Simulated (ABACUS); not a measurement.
## InP: single point with HLE16

Crystal: InP.

```
In P
1.0
     0.00000    2.93050    2.93050
     2.93050    0.00000    2.93050
     2.93050    2.93050    0.00000
In P
1 1
Direct
  0.00000 0.00000 0.00000
  0.75000 0.75000 0.75000
```

* Program: ABACUS 3.10.1
* Task: single point
* Functional: HLE16
* Potentials or basis: PseudoDojo NC SR 0.4.1 PBE standard
* Cutoff: 966 eV
* Density cutoff: 3864 eV
* Basis: plane waves
* k mesh: 6 × 6 × 6
* Occupations: fermi-dirac, width 0.05 eV
* Spin: no spin polarisation
* Radial cutoff of the potentials (pseudo_rcut): 10 bohr
* SCF threshold on the density: 1e-08
* Max SCF steps: 100
* Eigensolver: dav
* Mixing: broyden
* Mixing share: 0.7
* Symmetry key: 1
* Bands: 19

* Pressure: -5.5 GPa
* Band gap on the k mesh: 1.44 eV, direct

Levels at points of the mesh, in eV from the valence-band top:
| k point | band 5 | band 6 | band 7 | band 8 | band 9 | band 10 | band 11 | band 12 | band 13 | band 14 |
| --- | --- | --- | --- | --- | --- | --- | --- | --- | --- | --- |
| (0.00, 0.00, 0.00) | -16.62 | -11.18 | 0.00 | 0.00 | 0.00 | 1.44 | 4.75 | 4.75 | 4.75 | 9.74 |
| (0.50, 0.50, 0.50) | -16.61 | -9.74 | -5.15 | -0.83 | -0.83 | 2.25 | 5.51 | 5.51 | 8.59 | 11.07 |
| (0.50, 0.50, 0.00) | -16.59 | -9.16 | -5.31 | -1.98 | -1.98 | 3.04 | 3.04 | 10.07 | 10.07 | 10.38 |

It took 5 s on 4 MPI ranks on Intel(R) Xeon(R) 6975P-C (Granite Rapids) (shared host), peak memory 0.36 GiB a rank.

Caveat: the potentials were made for a functional far from this one; the potentials were made for another functional, which shifts forces and pressure; spin-orbit coupling is left out, which moves the levels of the heavy elements.
